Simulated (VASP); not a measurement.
# BAs (F-43m) in VASP: band structure with PBE

Aim: the band structure of BAs with PBE.

Program: VASP 6.6.1. These are calculated values, not measurements. Logs are shortened: lines on timing, memory, paths and dates and some standing lists are left out, and cuts for length are marked.

### Step 1. The structure

It takes space group F-43m (No. 216, cubic). Conventional cell: a = 4.816 Å, b = 4.816 Å, c = 4.816 Å, α = 90.00°, β = 90.00°, γ = 90.00°. Around B (site symmetry -43m) lie 4 As at 2.09 Å. As (site symmetry -43m) is surrounded by 4 B at 2.09 Å.

### Step 2. Band structure, PBE

INCAR

```
SYSTEM = BAs
  PREC = Accurate
  ENCUT = 520
  EDIFF = 1E-7
  ISMEAR = 0
  SIGMA = 0.02
  LREAL = .FALSE.
  LASPH = .TRUE.
  NELM = 100
  ALGO = Normal
  ISIF = 2
  LWAVE = .FALSE.
  LCHARG = .FALSE.
  GGA = PE
  NBANDS = 11
  AMIX = 0.2
```

KPOINTS

```
regular mesh
0
G
  12 12 12
  0 0 0
```

POSCAR

```
BAs                                     
1.0
    0.0000000000      2.4082311713      2.4082311713
    2.4082311713      0.0000000000      2.4082311713
    2.4082311713      2.4082311713      0.0000000000
  B               As            
     1     1
Direct
     0.0000000000000000    0.0000000000000000    0.0000000000000000
     0.2500000000000000    0.2500000000000000    0.2500000000000000
```

KPOINTS_OPT

```
path GXWKGLUWLK,UX
10
line-mode
reciprocal
 0.0000000000  0.0000000000  0.0000000000  G
 0.5000000000  0.0000000000  0.5000000000  X

 0.5000000000  0.0000000000  0.5000000000  X
 0.5000000000  0.2500000000  0.7500000000  W

 0.5000000000  0.2500000000  0.7500000000  W
 0.3750000000  0.3750000000  0.7500000000  K

 0.3750000000  0.3750000000  0.7500000000  K
 0.0000000000  0.0000000000  0.0000000000  G

 0.0000000000  0.0000000000  0.0000000000  G
 0.5000000000  0.5000000000  0.5000000000  L

 0.5000000000  0.5000000000  0.5000000000  L
 0.6250000000  0.2500000000  0.6250000000  U

 0.6250000000  0.2500000000  0.6250000000  U
 0.5000000000  0.2500000000  0.7500000000  W

 0.5000000000  0.2500000000  0.7500000000  W
 0.5000000000  0.5000000000  0.5000000000  L

 0.5000000000  0.5000000000  0.5000000000  L
 0.3750000000  0.3750000000  0.7500000000  K

 0.6250000000  0.2500000000  0.6250000000  U
 0.5000000000  0.0000000000  0.5000000000  X
```

Potentials or basis: VASP PAW PBE potentials, release 64 (B, As).

On the command line:

```console
$ cat potpaw_PBE.64/B/POTCAR potpaw_PBE.64/As/POTCAR > POTCAR
$ mpirun -np 1 vasp_std > vasp.out
```

OUTCAR:

```text
SYSTEM = BAs
   PREC = Accurate
   ENCUT = 520
   EDIFF = 1E-7
   ISMEAR = 0
   LREAL = .FALSE.
   LASPH = .TRUE.
   NELM = 100
   ISIF = 2
   GGA = PE
   AMIX = 0.2

 ion  position               nearest neighbor table
   1  0.000  0.000  0.000-   2 2.09   2 2.09   2 2.09   2 2.09
   2  0.250  0.250  0.250-   1 2.09   1 2.09   1 2.09   1 2.09

  LATTYP: Found a face centered cubic cell.
 ALAT       =     4.8164623426

  Lattice vectors:

 A1 = (   0.0000000000,   2.4082311713,   2.4082311713)
 A2 = (   2.4082311713,   0.0000000000,   2.4082311713)
 A3 = (   2.4082311713,   2.4082311713,   0.0000000000)

Analysis of symmetry for initial positions (statically):
=====================================================================
 Subroutine PRICEL returns:
 Original cell was already a primitive cell.

 Routine SETGRP: Setting up the symmetry group for a
 face centered cubic supercell.

 Subroutine GETGRP returns: Found 24 space group operations
 (whereof 24 operations were pure point group operations)
 out of a pool of 48 trial point group operations.

The static configuration has the point symmetry T_d .

Analysis of symmetry for dynamics (positions and initial velocities):
=====================================================================
 Subroutine PRICEL returns:
 Original cell was already a primitive cell.

 Routine SETGRP: Setting up the symmetry group for a
 face centered cubic supercell.

 Subroutine GETGRP returns: Found 24 space group operations
 (whereof 24 operations were pure point group operations)
 out of a pool of 48 trial point group operations.

The dynamic configuration has the point symmetry T_d .

 Subroutine INISYM returns: Found 24 space group operations
 (whereof 24 operations are pure point group operations),
 and found     1 'primitive' translations

----------------------------------------------------------------------------------------

                                     Primitive cell

  volume of cell :      27.9334

  direct lattice vectors                    reciprocal lattice vectors
     0.000000000  2.408231171  2.408231171    -0.207621264  0.207621264  0.207621264
     2.408231171  0.000000000  2.408231171     0.207621264 -0.207621264  0.207621264
     2.408231171  2.408231171  0.000000000     0.207621264  0.207621264 -0.207621264

  length of vectors
     3.405753184  3.405753184  3.405753184     0.359610578  0.359610578  0.359610578

  position of ions in fractional coordinates (direct lattice)
     0.000000000  0.000000000  0.000000000
     0.250000000  0.250000000  0.250000000

  ion indices of the primitive-cell ions
   primitive index   ion index
                 1           1
                 2           2

----------------------------------------------------------------------------------------

 KPOINTS: regular mesh

Automatic generation of k-mesh.
 Grid dimensions read from file:
 generate k-points for:   12   12   12

 Generating k-lattice:

  Cartesian coordinates                     Fractional coordinates (reciprocal lattice)
    -0.017301772  0.017301772  0.017301772     0.083333333  0.000000000  0.000000000
     0.017301772 -0.017301772  0.017301772     0.000000000  0.083333333  0.000000000
     0.017301772  0.017301772 -0.017301772     0.000000000  0.000000000  0.083333333

  Length of vectors
     0.029967548  0.029967548  0.029967548

  Shift w.r.t. Gamma in fractional coordinates (k-lattice)
     0.000000000  0.000000000  0.000000000

 Subroutine IBZKPT returns following result:
 ===========================================

 Found     72 irreducible k-points:

 Following reciprocal coordinates:
            Coordinates               Weight
  0.000000  0.000000  0.000000      1.000000
  0.083333  0.000000  0.000000      8.000000
  0.166667  0.000000  0.000000      8.000000
  0.250000  0.000000  0.000000      8.000000
  0.333333  0.000000  0.000000      8.000000
  0.416667  0.000000  0.000000      8.000000
[... 16 lines left out ...]
  0.500000  0.166667  0.000000     24.000000
 -0.416667  0.166667  0.000000     24.000000
 [... further k-points ...]
   k-points           NKPTS =     72   k-points in BZ     NKDIM =     72   number of bands    NBANDS=     11
   number of dos      NEDOS =    301   number of ions     NIONS =      2
   total plane-waves  NPLWV =  21952
   dimension x,y,z NGX =    28 NGY =   28 NGZ =   28
   dimension x,y,z NGXF=    56 NGYF=   56 NGZF=   56
   ions per type =               1   1
   NGX,Y,Z   is equivalent  to a cutoff of  13.67, 13.67, 13.67 a.u.
   NGXF,Y,Z  is equivalent  to a cutoff of  27.34, 27.34, 27.34 a.u.
 SYSTEM =  BAs
   PREC   = accura    normal or accurate (medium, high low for compatibility)
   ISTART =      0    job   : 0-new  1-cont  2-samecut
   ICHARG =      2    charge: 1-file 2-atom 10-const
   ISPIN  =      1    spin polarized calculation?
   LNONCOLLINEAR =      F non collinear calculations
   LSORBIT =      F    spin-orbit coupling
   LASPH  =      T    aspherical Exc in radial PAW
   ENCUT  =  520.0 eV  38.22 Ry    6.18 a.u.   6.33  6.33  6.33*2*pi/ulx,y,z
   NELM   =    100;   NELMIN=  2; NELMDL= -5     # of ELM steps
   EDIFF  = 0.1E-06   stopping-criterion for ELM
   LREAL  =      F    real-space projection
   EDIFFG = 0.1E-05   stopping-criterion for IOM
   NSW    =      0    number of steps for IOM
   IBRION =     -1    ionic relax: 0-MD 1-quasi-New 2-CG
   NFREE  =      0    steps in history (QN), initial steepest desc. (CG)
   ISIF   =      2    stress and relaxation
   ISYM   =      2    0-nonsym 1-usesym 2-fastsym
   POTIM  = 0.5000    time-step for ionic-motion
   TEBEG  =    0.0;   TEEND  =   0.0 temperature during run
   PSTRESS=    0.0 pullay stress
   NELECT =       8.0000    total number of electrons
   NUPDOWN=      -1.0000    fix difference up-down
   EMIN   =  10.00;   EMAX   =-10.00  energy-range for DOS
   EFERMI =   0.00;   METHOD = LEGACY
   ISMEAR =     0;   SIGMA  =   0.02  broadening in eV -4-tet -1-fermi 0-gaus
   EFERMI_NEDOS =   21; number of points for ismear=-14 and -15
   IALGO  =     38    algorithm
   IMIX   =      4    mixing-type and parameters
     AMIX     =   0.20;   BMIX     =  1.00
     AMIX_MAG =   0.80;   BMIX_MAG =  1.00
  volume/ion in A,a.u.               =      13.97        94.25
  Fermi-wavevector in a.u.,A,eV,Ry     =   1.079104  2.039211 15.843516  1.164466
  Thomas-Fermi vector in A             =   2.215060
   LORBIT       =      0    0 simple, 1 ext, 2 COOP (PROOUT), +10 PAW based schemes
   GGA     = PE    functional components
   LHFCALC =     F    Hartree Fock is set to
   AEXX    =    0.0000 exact exchange contribution
   IVDW    =     0    specifies the selected vdW correction
   LEPSILON=     F    determine dielectric tensor
   LRPA    =     F    only Hartree local field effects (RPA)
 non-spin polarized calculation
 Gauss-broadening in eV      SIGMA  =   0.02
  energy-cutoff  :      520.00
  volume of cell :       27.93
 maximum number of plane-waves:       769
 NGX is ok and might be reduce to    28
   NGX = 13   NGY = 13   NGZ = 13

 number of electron       8.0000000 magnetization

 Free energy of the ion-electron system (eV)
  ---------------------------------------------------
  ext. energy  EPLUGINS =         0.00000000
  ---------------------------------------------------
  free energy    TOTEN  =       -11.41401044 eV

  energy without entropy =      -11.41401044  energy(sigma->0) =      -11.41401044

 E-fermi :   5.9926     XC(G=0): -10.4777

 val. band max:        5.8564276793   @ k =   0.0000   0.0000   0.0000
 cond. band min:       7.0655035582   @ k =   0.4167   0.4167   0.0000
 fundamental gap:      1.2090758789
 Fermi energy:         5.9925579596

 k-point     1 :       0.0000    0.0000    0.0000
  band No.  band energies     occupation
      1      -9.3219      2.00000
      2       5.8564      2.00000
      3       5.8564      2.00000
      4       5.8564      2.00000
      5       9.1024      0.00000
      6       9.1024      0.00000
      7       9.1024      0.00000
      8      10.2315      0.00000
      9      15.3212      0.00000
     10      18.7080      0.00000
     11      18.7080      0.00000

 k-point     2 :       0.0833    0.0000    0.0000
  band No.  band energies     occupation
      1      -9.2103      2.00000
      2       4.8269      2.00000
      3       5.6440      2.00000
      4       5.6440      2.00000
      5       9.2081      0.00000
      6       9.3825      0.00000
      7       9.3825      0.00000
      8      10.9030      0.00000
      9      15.7698      0.00000
     10      17.8681      0.00000
     11      17.8681      0.00000

 k-point     3 :       0.1667    0.0000    0.0000
  band No.  band energies     occupation
      1      -8.8794      2.00000
      2       2.9375      2.00000
      3       5.1928      2.00000
      4       5.1928      2.00000
      5       9.0430      0.00000
      6       9.9683      0.00000
      7       9.9683      0.00000
      8      12.2893      0.00000
      9      16.7133      0.00000
     10      17.0897      0.00000
     11      17.0897      0.00000

 k-point     4 :       0.2500    0.0000    0.0000
  band No.  band energies     occupation
      1      -8.3444      2.00000
      2       0.9946      2.00000
      3       4.7359      2.00000
      4       4.7359      2.00000
      5       8.7928      0.00000
      6      10.4540      0.00000
      7      10.4540      0.00000
      8      13.5793      0.00000
      9      17.0217      0.00000
     10      17.0217      0.00000
     11      17.0227      0.00000
[... 239 lines left out ...]
 k-point    22 :       0.4167    0.1667    0.0000
  band No.  band energies     occupation
      1      -7.0264      2.00000
      2      -1.0858      2.00000
      3       2.7169      2.00000
      4       3.2726      2.00000
      5       8.7576      0.00000
      6      11.2693      0.00000
      7      12.4231      0.00000
      8      12.7998      0.00000
      9      17.4838      0.00000
     10      19.5160      0.00000
     11      20.4884      0.00000

 k-point    23 :       0.5000    0.1667    0.0000
  band No.  band energies     occupation
      1      -6.3711      2.00000
      2      -2.1990      2.00000
      3       2.2682      2.00000
      4       3.3307      2.00000
      5       8.8595      0.00000
      6      11.2836      0.00000
      7      12.1528      0.00000
      8      14.0355      0.00000
      9      17.4377      0.00000
     10      20.1183      0.00000
     11      20.3973      0.00000

 k-point    24 :      -0.4167    0.1667    0.0000
  band No.  band energies     occupation
      1      -6.2489      2.00000
      2      -2.3797      2.00000
      3       1.9809      2.00000
      4       3.5715      2.00000
      5       9.0407      0.00000
      6      11.2940      0.00000
      7      11.8331      0.00000
      8      14.9375      0.00000
      9      17.2769      0.00000
     10      18.6292      0.00000
     11      20.1668      0.00000

 [... further k-points ...]
[... 5 lines left out ...]
  --------------------------------------------------------------------------------------
  -------------------------------------------------------------------------------------
  Total        0.0004549      0.0004549      0.0004549      0.0000000      0.0000000      0.0000000
  in kB        0.0260941      0.0260941      0.0260941      0.0000000      0.0000000      0.0000000
  external PRESSURE =       0.0260941 kB  Pullay stress =       0.0000000 kB

 VOLUME and BASIS-vectors are now :
 -----------------------------------------------------------------------------
  energy-cutoff  :      520.00
  volume of cell :       27.93
      direct lattice vectors                 reciprocal lattice vectors
     0.000000000  2.408231171  2.408231171    -0.207621264  0.207621264  0.207621264
     2.408231171  0.000000000  2.408231171     0.207621264 -0.207621264  0.207621264
     2.408231171  2.408231171  0.000000000     0.207621264  0.207621264 -0.207621264

 POSITION                                       TOTAL-FORCE (eV/Angst)
 -----------------------------------------------------------------------------------
      0.00000      0.00000      0.00000         0.000000      0.000000      0.000000
      1.20412      1.20412      1.20412        -0.000000     -0.000000     -0.000000
 -----------------------------------------------------------------------------------
    total drift:                               -0.000000     -0.000000     -0.000000

  FREE ENERGIE OF THE ION-ELECTRON SYSTEM (eV)
  ---------------------------------------------------
  free  energy   TOTEN  =       -11.4140104402 eV

  energy  without entropy=      -11.4140104402  energy(sigma->0) =      -11.41401044
```

Run time: 30 s. Hardware: 1 thread of Intel Xeon Platinum 8488C (Sapphire Rapids), shared host; peak memory 0.18 GiB.

What came out:

```yaml
Free_energy: -11.4140 eV
Pressure: 0.0 GPa
Band_gap_on_the_k_mesh: 1.21 eV, indirect (least direct gap 3.25 eV)
Band_gap_along_the_path: 1.20 eV, indirect (least direct gap 3.25 eV)
```

Levels at the corners of the path, in eV from the valence-band top:
| point | band 1 | band 2 | band 3 | band 4 | band 5 | band 6 | band 7 | band 8 |
| --- | --- | --- | --- | --- | --- | --- | --- | --- |
| Γ | -15.18 | 0.00 | 0.00 | 0.00 | 3.25 | 3.25 | 3.25 | 4.38 |
| X | -11.12 | -8.39 | -3.98 | -3.98 | 1.46 | 1.46 | 11.13 | 11.13 |
| X | -11.12 | -8.39 | -3.98 | -3.98 | 1.46 | 1.46 | 11.13 | 11.13 |
| W | -10.97 | -7.95 | -5.34 | -5.05 | 5.24 | 5.80 | 6.75 | 6.88 |
| W | -10.97 | -7.95 | -5.34 | -5.05 | 5.24 | 5.80 | 6.75 | 6.88 |
| K | -11.16 | -8.03 | -5.79 | -3.40 | 2.05 | 5.47 | 9.05 | 9.55 |
| K | -11.16 | -8.03 | -5.79 | -3.40 | 2.05 | 5.47 | 9.05 | 9.55 |
| Γ | -15.18 | 0.00 | 0.00 | 0.00 | 3.25 | 3.25 | 3.25 | 4.38 |
| Γ | -15.18 | 0.00 | 0.00 | 0.00 | 3.25 | 3.25 | 3.25 | 4.38 |
| L | -12.40 | -8.61 | -1.78 | -1.78 | 2.55 | 4.75 | 4.75 | 8.82 |
| L | -12.40 | -8.61 | -1.78 | -1.78 | 2.55 | 4.75 | 4.75 | 8.82 |
| U | -11.16 | -8.03 | -5.79 | -3.40 | 2.05 | 5.47 | 9.05 | 9.55 |
| U | -11.16 | -8.03 | -5.79 | -3.40 | 2.05 | 5.47 | 9.05 | 9.55 |
| W | -10.97 | -7.95 | -5.34 | -5.05 | 5.24 | 5.80 | 6.75 | 6.88 |
| W | -10.97 | -7.95 | -5.34 | -5.05 | 5.24 | 5.80 | 6.75 | 6.88 |
| L | -12.40 | -8.61 | -1.78 | -1.78 | 2.55 | 4.75 | 4.75 | 8.82 |
| L | -12.40 | -8.61 | -1.78 | -1.78 | 2.55 | 4.75 | 4.75 | 8.82 |
| K | -11.16 | -8.03 | -5.79 | -3.40 | 2.05 | 5.47 | 9.05 | 9.55 |
| U | -11.16 | -8.03 | -5.79 | -3.40 | 2.05 | 5.47 | 9.05 | 9.55 |
| X | -11.12 | -8.39 | -3.98 | -3.98 | 1.46 | 1.46 | 11.13 | 11.13 |
